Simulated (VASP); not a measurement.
# KCl (Sylvite) (Fm-3m) in VASP: a series of runs, part 3 of 3

VASP 6.6.1. Earlier steps stand in the parts before.

### Step 5. Dielectric tensor, LDA

This run uses another cell than the first one, of 26.71 Å³/atom, 0.947 times its volume.

Contents of INCAR:

```
SYSTEM = KCl
ALGO = Normal
EDIFF = 1E-8
ENCUT = 600
ISIF = 2
ISMEAR = 0
LASPH = .True.
LCHARG = .False.
LEPSILON = .True.
LREAL = .False.
LWAVE = .False.
NELM = 80
PREC = Accurate
SIGMA = 0.03
```

Contents of KPOINTS:

```
k-points
0
Monkhorst
  12 12 12
  0 0 0
```

Contents of POSCAR:

```
KCl                                     
1.0
   -0.0000000000      2.9892371593      2.9892371593
    2.9892371593      0.0000000000      2.9892371593
    2.9892371593      2.9892371593      0.0000000000
  K               Cl            
     1     1
Direct
     0.0000000000000000    0.0000000000000000    0.0000000000000000
     0.5000000000000000    0.5000000000000000    0.5000000000000000
```

Potentials or basis: VASP PAW LDA potentials, release 64 (K_sv, Cl).

Run with:

```console
> cat potpaw_LDA.64/K_sv/POTCAR potpaw_LDA.64/Cl/POTCAR > POTCAR
> mpirun -np 1 vasp_std > vasp.out
```

OUTCAR:

```text
SYSTEM = KCl
   EDIFF = 1E-8
   ENCUT = 600
   ISIF = 2
   ISMEAR = 0
   LASPH = .True.
   LEPSILON = .True.
   LREAL = .False.
   NELM = 80
   PREC = Accurate

 ion  position               nearest neighbor table
   1  0.000  0.000  0.000-   2 2.99   2 2.99   2 2.99   2 2.99   2 2.99   2 2.99
   2  0.500  0.500  0.500-   1 2.99   1 2.99   1 2.99   1 2.99   1 2.99   1 2.99

  LATTYP: Found a face centered cubic cell.
 ALAT       =     5.9784743186

  Lattice vectors:

 A1 = (   0.0000000000,   2.9892371593,   2.9892371593)
 A2 = (   2.9892371593,   0.0000000000,   2.9892371593)
 A3 = (   2.9892371593,   2.9892371593,   0.0000000000)

Analysis of symmetry for initial positions (statically):
=====================================================================
 Subroutine PRICEL returns:
 Original cell was already a primitive cell.

 Routine SETGRP: Setting up the symmetry group for a
 face centered cubic supercell.

 Subroutine GETGRP returns: Found 48 space group operations
 (whereof 48 operations were pure point group operations)
 out of a pool of 48 trial point group operations.

The static configuration has the point symmetry O_h .

Analysis of symmetry for dynamics (positions and initial velocities):
=====================================================================
 Subroutine PRICEL returns:
 Original cell was already a primitive cell.

 Routine SETGRP: Setting up the symmetry group for a
 face centered cubic supercell.

 Subroutine GETGRP returns: Found 48 space group operations
 (whereof 48 operations were pure point group operations)
 out of a pool of 48 trial point group operations.

The dynamic configuration has the point symmetry O_h .

 Subroutine INISYM returns: Found 48 space group operations
 (whereof 48 operations are pure point group operations),
[... 539 lines left out ...]
 ------------------------------------------------------
           2.892590    -0.000000     0.000000
           0.000000     2.892590     0.000000
          -0.000000     0.000000     2.892590
 ------------------------------------------------------

 Free energy of the ion-electron system (eV)
  ---------------------------------------------------
  ---------------------------------------------------
  free energy    TOTEN  =        -0.25326315 eV

  energy without entropy =       -0.25326315

------------------------ aborting loop because EDIFF is reached ----------------------------------------

--------------------------------------- Ionic step        2  -------------------------------------------

------------------------ aborting loop because EDIFF is reached ----------------------------------------

--------------------------------------- Ionic step        3  -------------------------------------------

 Free energy of the ion-electron system (eV)
  ---------------------------------------------------
  ---------------------------------------------------
  free energy    TOTEN  =        -0.25326322 eV

  energy without entropy =       -0.25326322

------------------------ aborting loop because EDIFF is reached ----------------------------------------

 PIEZOELECTRIC TENSOR FIELD DIRECTION 3  (e Angst)
 -----------------------------------------------------------------------------
    -0.00014  0.00000 -0.00000           (  0.00000  0.00000 -0.00000)
     0.00000 -0.00014  0.00000           (  0.00000  0.00000  0.00000)
     0.00000 -0.00000 -0.00028           ( -0.00000  0.00000  0.00000)

 PIEZOELECTRIC TENSOR FIELD DIRECTION 3  (C/m^2)
 -----------------------------------------------------------------------------
    -0.00004  0.00000 -0.00000
     0.00000 -0.00004  0.00000
     0.00000 -0.00000 -0.00008

 MACROSCOPIC STATIC DIELECTRIC TENSOR (including local field effects in DFT)
 ------------------------------------------------------
           2.569314    -0.000000     0.000000
           0.000000     2.569314     0.000000
          -0.000000     0.000000     2.569314
 ------------------------------------------------------

 PIEZOELECTRIC TENSOR (including local field effects)  for field in x, y, z        (e  Angst)
          XX          YY          ZZ          XY          YZ          ZX
  --------------------------------------------------------------------------------
  x     0.00000     0.00000     0.00000     0.00000     0.00000     0.00000
  y     0.00000     0.00000     0.00000     0.00000     0.00000     0.00000
  z     0.00000     0.00000     0.00000     0.00000     0.00000     0.00000

 PIEZOELECTRIC TENSOR (including local field effects)  for field in x, y, z        (C/m^2)
          XX          YY          ZZ          XY          YZ          ZX
  --------------------------------------------------------------------------------
  x     0.00000     0.00000     0.00000     0.00000     0.00000     0.00000
  y     0.00000     0.00000     0.00000     0.00000     0.00000     0.00000
  z     0.00000     0.00000     0.00000     0.00000     0.00000     0.00000

 BORN EFFECTIVE CHARGES (including local field effects) (in |e|, cummulative output)
 ---------------------------------------------------------------------------------
 ion    1
    1     1.10355     0.00000     0.00000
    2     0.00000     1.10355     0.00000
    3     0.00000     0.00000     1.10355
 ion    2
    1    -1.10355     0.00000     0.00000
    2     0.00000    -1.10355     0.00000
    3     0.00000     0.00000    -1.10355
```

stdout:

```text
POSCAR found type information on POSCAR K Cl
 POSCAR found :  2 types and       2 ions
 scaLAPACK will be used
 LDA part: xc-table for (Slater(with rela. corr.)+CA(PZ))
 , standard interpolation
 -----------------------------------------------------------------------------
[... 38 lines left out ...]
 dielectric tensor                  component  3 :     0.001    -0.100     2.686
 Linear response to external field, progress :
  Direction:   1
 dielectric tensor                  component  1 :     2.569     0.013    -0.013
 Linear response to external field, progress :
  Direction:   2
 dielectric tensor                  component  2 :     0.013     2.569    -0.013
 Linear response to external field, progress :
  Direction:   3
 dielectric tensor                  component  3 :     0.022    -0.022     2.569
 Born effective charges drift removed
```

Run time: 23 min. Hardware: 1 thread of Intel Xeon 6975P-C (Granite Rapids), shared host; peak memory 0.91 GiB.

What came out:

| Quantity | Value |
| --- | --- |
| Electronic dielectric tensor (diagonal) | 2.57 |
| Born charges (mean of the diagonal) | K +1.10; Cl -1.10 e |

Electronic dielectric tensor:
```
2.57 0.00 0.00
0.00 2.57 0.00
0.00 0.00 2.57
```

Born effective charge tensors (e):
atom 1, K
```
1.10 0.00 0.00
0.00 1.10 0.00
0.00 0.00 1.10
```
atom 2, Cl
```
-1.10  0.00  0.00
 0.00 -1.10  0.00
 0.00  0.00 -1.10
```

### Step 6. Against experiment

Step 3. Against the measured high-frequency dielectric constant of KCl, 2.19 (80 K; a printed reference work, textbook), the calculated 2.42 is off by +10.7 %.

Step 5. Measured high-frequency dielectric constant of KCl: 2.19 (80 K; a printed reference work, textbook). This calculation gives 2.57 (+17.3 %).
